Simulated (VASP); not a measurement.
# Pd in VASP: single point with LDA

Aim: the single point of Pd with LDA.

Program: VASP 6.6.1. These are calculated values, not measurements. Logs are shortened: lines on timing, memory, paths and dates and some standing lists are left out, and cuts for length are marked.

## Step 1: The slab as given

The cell holds a slab with vacuum, 9 atoms: a = 4.889 Å, b = 4.889 Å, c = 21.132 Å, α = 90.00°, β = 90.00°, γ = 120.00°.

The cell was built by a generator and needn't be a form met in nature.

## Step 2: Single point, LDA

Input file INCAR:

```
SYSTEM = Pd
PREC = Accurate
ENCUT = 520
EDIFF = 1E-6
ISMEAR = 1
SIGMA = 0.1
LREAL = .False.
LASPH = .True.
NELM = 100
ALGO = Fast
ISIF = 2
LWAVE = .False.
LCHARG = .True.
LDIPOL = .True.
IDIPOL = 3
DIPOL = 0.5 0.5 0.432
LELF = .True.
LVHAR = .True.
LVACPOTAV = .True.
NBANDS = 55
```

Input file KPOINTS:

```
Automatic mesh
0
Gamma
  9 9 1
  0 0 0
```

Input file POSCAR:

```
Pd
1.0
    4.8889137446      0.0000000000      0.0000000000
   -2.4444568723      4.2339234998      0.0000000000
    0.0000000000      0.0000000000     21.1324354533
Pd
9
Direct
    0.3333330000      0.6666666667      0.3312443573
    0.0000003333      0.0000003333      0.3312443573
    0.6666666667      0.3333330000      0.3312443573
    0.3270951736      0.3270951736      0.4315213434
    0.0062381597      0.6666666667      0.4315213434
    0.6666666667      0.0062381597      0.4315213434
    0.3333333333      0.0000000000      0.5360101960
    0.0000000000      0.3333333333      0.5360101960
    0.6666666667      0.6666666667      0.5285418496
```

Potentials or basis: VASP PAW LDA potentials, release 64 (Pd).

On the command line:

```sh
> cat potpaw_LDA.64/Pd/POTCAR > POTCAR
> mpirun -np 1 vasp_std > vasp.out
```

OUTCAR:

```text
SYSTEM = Pd
   PREC = Accurate
   ENCUT = 520
   EDIFF = 1E-6
   ISMEAR = 1
   LREAL = .False.
   LASPH = .True.
   NELM = 100
   ISIF = 2

 ion  position               nearest neighbor table
   1  0.333  0.667  0.331-   5 2.65   6 2.68   4 2.68   2 2.82   3 2.82   3 2.82   2 2.82   2 2.82
                             3 2.82
   2  0.000  0.000  0.331-   4 2.65   6 2.68   5 2.68   3 2.82   1 2.82   3 2.82   1 2.82   1 2.82
                             3 2.82
   3  0.667  0.333  0.331-   6 2.65   5 2.68   4 2.68   2 2.82   1 2.82   1 2.82   2 2.82   2 2.82
                             1 2.82
   4  0.327  0.327  0.432-   9 2.64   2 2.65   3 2.68   1 2.68   8 2.74   7 2.74   6 2.80   5 2.80
                             6 2.80   5 2.80   5 2.88   6 2.88
   5  0.006  0.667  0.432-   9 2.64   1 2.65   2 2.68   3 2.68   7 2.74   8 2.74   4 2.80   6 2.80
                             4 2.80   6 2.80   6 2.88   4 2.88
   6  0.667  0.006  0.432-   9 2.64   3 2.65   2 2.68   1 2.68   8 2.74   7 2.74   4 2.80   5 2.80
                             4 2.80   5 2.80   5 2.88   4 2.88
   7  0.333  0.000  0.536-   4 2.74   5 2.74   6 2.74   8 2.82   8 2.82   8 2.82   9 2.83   9 2.83
                             9 2.83
   8  0.000  0.333  0.536-   4 2.74   6 2.74   5 2.74   7 2.82   7 2.82   7 2.82   9 2.83   9 2.83
                             9 2.83
   9  0.667  0.667  0.529-   5 2.64   6 2.64   4 2.64   7 2.83   8 2.83   8 2.83   8 2.83   7 2.83
                             7 2.83

  LATTYP: Found a hexagonal cell.
 ALAT       =     4.8889137446
 C/A-ratio  =     4.3225216392

  Lattice vectors:

 A1 = (   4.8889137446,   0.0000000000,   0.0000000000)
 A2 = (  -2.4444568723,   4.2339234998,   0.0000000000)
 A3 = (   0.0000000000,   0.0000000000,  21.1324354533)

Analysis of symmetry for initial positions (statically):
=====================================================================
 Subroutine PRICEL returns:
 Original cell was already a primitive cell.

 Routine SETGRP: Setting up the symmetry group for a
 hexagonal supercell.

 Subroutine GETGRP returns: Found  6 space group operations
 (whereof  2 operations were pure point group operations)
 out of a pool of 24 trial point group operations.

The static configuration has the point symmetry C_1h.
 The point group associated with its full space group is C_3v.

Analysis of symmetry for dynamics (positions and initial velocities):
=====================================================================
 Subroutine PRICEL returns:
 Original cell was already a primitive cell.

 Routine SETGRP: Setting up the symmetry group for a
 hexagonal supercell.

 Subroutine GETGRP returns: Found  6 space group operations
 (whereof  2 operations were pure point group operations)
 out of a pool of 24 trial point group operations.

The dynamic configuration has the point symmetry C_1h.
 The point group associated with its full space group is C_3v.

 Subroutine INISYM returns: Found  6 space group operations
 (whereof  2 operations are pure point group operations),
 and found     1 'primitive' translations

----------------------------------------------------------------------------------------

                                     Primitive cell

  volume of cell :     437.4263

  direct lattice vectors                    reciprocal lattice vectors
     4.888913745  0.000000000  0.000000000     0.204544415  0.118093773  0.000000000
    -2.444456872  4.233923500  0.000000000     0.000000000  0.236187546  0.000000000
     0.000000000  0.000000000 21.132435453     0.000000000  0.000000000  0.047320622

  length of vectors
     4.888913745  4.888913745 21.132435453     0.236187546  0.236187546  0.047320622

  position of ions in fractional coordinates (direct lattice)
     0.333333000  0.666666667  0.331244357
     0.000000333  0.000000333  0.331244357
     0.666666667  0.333333000  0.331244357
     0.327095174  0.327095174  0.431521343
     0.006238160  0.666666667  0.431521343
     0.666666667  0.006238160  0.431521343
     0.333333333  0.000000000  0.536010196
     0.000000000  0.333333333  0.536010196
     0.666666667  0.666666667  0.528541850

  ion indices of the primitive-cell ions
   primitive index   ion index
                 1           1
                 2           2
                 3           3
                 4           4
                 5           5
                 6           6
                 7           7
                 8           8
                 9           9

----------------------------------------------------------------------------------------

 KPOINTS: Automatic mesh

Automatic generation of k-mesh.
 Grid dimensions read from file:
 generate k-points for:    9    9    1

 Generating k-lattice:

  Cartesian coordinates                     Fractional coordinates (reciprocal lattice)
     0.022727157  0.013121530  0.000000000     0.111111111  0.000000000  0.000000000
     0.000000000  0.026243061  0.000000000     0.000000000  0.111111111  0.000000000
     0.000000000  0.000000000  0.047320622     0.000000000  0.000000000  1.000000000

  Length of vectors
     0.026243061  0.026243061  0.047320622

  Shift w.r.t. Gamma in fractional coordinates (k-lattice)
     0.000000000  0.000000000  0.000000000

 Subroutine IBZKPT returns following result:
 ===========================================

 Found     12 irreducible k-points:

 Following reciprocal coordinates:
            Coordinates               Weight
  0.000000  0.000000  0.000000      1.000000
  0.111111  0.000000  0.000000      6.000000
  0.222222  0.000000  0.000000      6.000000
  0.333333  0.000000  0.000000      6.000000
  0.444444  0.000000  0.000000      6.000000
  0.111111  0.111111  0.000000      6.000000
  0.222222  0.111111  0.000000     12.000000
  0.333333  0.111111  0.000000     12.000000
  0.444444  0.111111  0.000000      6.000000
  0.222222  0.222222  0.000000      6.000000
  0.333333  0.222222  0.000000     12.000000
  0.333333  0.333333  0.000000      2.000000
   k-points           NKPTS =     12   k-points in BZ     NKDIM =     12   number of bands    NBANDS=     55
   number of dos      NEDOS =    301   number of ions     NIONS =      9
   total plane-waves  NPLWV = 207360
   dimension x,y,z NGX =    36 NGY =   36 NGZ =  160
   dimension x,y,z NGXF=    72 NGYF=   72 NGZF=  320
   ions per type =               9
   NGX,Y,Z   is equivalent  to a cutoff of  12.24, 12.24, 12.59 a.u.
   NGXF,Y,Z  is equivalent  to a cutoff of  24.48, 24.48, 25.17 a.u.
 SYSTEM =  Pd
   PREC   = accura    normal or accurate (medium, high low for compatibility)
   ISTART =      0    job   : 0-new  1-cont  2-samecut
   ICHARG =      2    charge: 1-file 2-atom 10-const
   ISPIN  =      1    spin polarized calculation?
   LNONCOLLINEAR =      F non collinear calculations
   LSORBIT =      F    spin-orbit coupling
   LASPH  =      T    aspherical Exc in radial PAW
   ENCUT  =  520.0 eV  38.22 Ry    6.18 a.u.   9.09  9.09 39.29*2*pi/ulx,y,z
   NELM   =    100;   NELMIN=  2; NELMDL= -5     # of ELM steps
   EDIFF  = 0.1E-05   stopping-criterion for ELM
   LREAL  =      F    real-space projection
   EDIFFG = 0.1E-04   stopping-criterion for IOM
   NSW    =      0    number of steps for IOM
   IBRION =     -1    ionic relax: 0-MD 1-quasi-New 2-CG
   NFREE  =      0    steps in history (QN), initial steepest desc. (CG)
   ISIF   =      2    stress and relaxation
   ISYM   =      2    0-nonsym 1-usesym 2-fastsym
   POTIM  = 0.5000    time-step for ionic-motion
   TEBEG  =    0.0;   TEEND  =   0.0 temperature during run
   PSTRESS=    0.0 pullay stress
   NELECT =      90.0000    total number of electrons
   NUPDOWN=      -1.0000    fix difference up-down
   EMIN   =  10.00;   EMAX   =-10.00  energy-range for DOS
   EFERMI =   0.00;   METHOD = LEGACY
   ISMEAR =     1;   SIGMA  =   0.10  broadening in eV -4-tet -1-fermi 0-gaus
   EFERMI_NEDOS =   21; number of points for ismear=-14 and -15
   IALGO  =     68    algorithm
   IMIX   =      4    mixing-type and parameters
     AMIX     =   0.40;   BMIX     =  1.00
     AMIX_MAG =   1.60;   BMIX_MAG =  1.00
  volume/ion in A,a.u.               =      48.60       327.99
  Fermi-wavevector in a.u.,A,eV,Ry     =   0.966468  1.826359 12.708656  0.934060
  Thomas-Fermi vector in A             =   2.096272
   LORBIT       =      0    0 simple, 1 ext, 2 COOP (PROOUT), +10 PAW based schemes
   GGA     = CA    functional components
   LHFCALC =     F    Hartree Fock is set to
   AEXX    =    0.0000 exact exchange contribution
   IVDW    =     0    specifies the selected vdW correction
   LEPSILON=     F    determine dielectric tensor
   LRPA    =     F    only Hartree local field effects (RPA)
 non-spin polarized calculation
 RMM-DIIS sequential band-by-band and
 Methfessel and Paxton  Order N= 1 SIGMA  =   0.10
  energy-cutoff  :      520.00
  volume of cell :      437.43
 maximum number of plane-waves:     11817
   NGX = 19   NGY = 19   NGZ = 79

 dipolmoment           0.000000      0.000000      0.000014 electrons x Angstroem

 number of electron      90.0000004 magnetization

 dipolmoment           0.000000      0.000000     -0.001262 electrons x Angstroem

 Free energy of the ion-electron system (eV)
  ---------------------------------------------------
  ext. energy  EPLUGINS =         0.00000000
  ---------------------------------------------------
  free energy    TOTEN  =       -52.88796238 eV

  energy without entropy =      -52.88539218  energy(sigma->0) =      -52.88710565

 E-fermi :  -0.9477     XC(G=0):  -4.9788

 val. band max:       -0.9552353830   @ k =   0.2222   0.0000   0.0000
 cond. band min:      -0.9444119601   @ k =   0.3333   0.0000   0.0000
 fundamental gap:      0.0108234229
 Fermi energy:        -0.9476896632

 k-point     1 :       0.0000    0.0000    0.0000
  band No.  band energies     occupation
      1      -7.3008      2.00000
      2      -5.8869      2.00000
      3      -5.7579      2.00000
      4      -5.0516      2.00000
      5      -4.9552      2.00000
      6      -4.9552      2.00000
[... 47 lines left out ...]
     54       5.1859      0.00000
[... 637 lines left out ...]
     54       2.5854      0.00000
     55       5.2688      0.00000

------------------------ aborting loop because EDIFF is reached ----------------------------------------

  FORCE on cell =-STRESS in cart. coord.  units (eV):
  Direction    XX          YY          ZZ          XY          YZ          ZX
  --------------------------------------------------------------------------------------
  -------------------------------------------------------------------------------------
  Total      -16.1383590    -16.1383590     -1.4837887     -0.0000000      0.0000000      0.0000000
  in kB      -59.1105528    -59.1105528     -5.4347265     -0.0000000      0.0000000      0.0000000
  external PRESSURE =     -41.2186107 kB  Pullay stress =       0.0000000 kB

 VOLUME and BASIS-vectors are now :
 -----------------------------------------------------------------------------
  energy-cutoff  :      520.00
  volume of cell :      437.43
      direct lattice vectors                 reciprocal lattice vectors
     4.888913745  0.000000000  0.000000000     0.204544415  0.118093773  0.000000000
    -2.444456872  4.233923500  0.000000000     0.000000000  0.236187546  0.000000000
     0.000000000  0.000000000 21.132435453     0.000000000  0.000000000  0.047320622

 POSITION                                       TOTAL-FORCE (eV/Angst)
 -----------------------------------------------------------------------------------
     -0.00000      2.82262      7.00000         0.017454     -0.000000      0.007315
      0.00000      0.00000      7.00000        -0.008727     -0.015116      0.007315
      2.44446      1.41131      7.00000        -0.008727      0.015116      0.007315
      0.79957      1.38490      9.11910         0.007879      0.013646      0.193033
     -1.59914      2.82262      9.11910        -0.015758     -0.000000      0.193033
      3.24403      0.02641      9.11910         0.007879     -0.013646      0.193033
      1.62964      0.00000     11.32720         0.000000     -0.000000     -0.430372
     -0.81482      1.41131     11.32720         0.000000     -0.000000     -0.430372
      1.62964      2.82262     11.16938         0.000000     -0.000000      0.259701
 -----------------------------------------------------------------------------------
    total drift:                                0.000000      0.000000      0.000371

  FREE ENERGIE OF THE ION-ELECTRON SYSTEM (eV)
  ---------------------------------------------------
  free  energy   TOTEN  =       -52.8879623839 eV

  energy  without entropy=      -52.8853921788  energy(sigma->0) =      -52.88710565

 vacuum level on the upper side and lower side of the slab         4.598         4.609
```

Wall time 6.1 min (1 thread of Intel Xeon Platinum 8488C (Sapphire Rapids), shared host); peak memory 0.47 GiB.

Results:

```yaml
Free_energy: -52.8880 eV
Largest_force: 0.430 eV/Å
Band_gap_on_the_k_mesh: none (metal or under the smearing width)
Work_function_of_the_upper_face: 5.55 eV
Work_function_of_the_lower_face: 5.56 eV
```

Forces in eV/Å, atoms in the order of the input:
```
Pd   0.017  0.000  0.007
Pd  -0.009 -0.015  0.007
Pd  -0.009  0.015  0.007
Pd   0.008  0.014  0.193
Pd  -0.016  0.000  0.193
Pd   0.008 -0.014  0.193
Pd   0.000  0.000 -0.430
Pd   0.000  0.000 -0.430
Pd   0.000  0.000  0.260
```
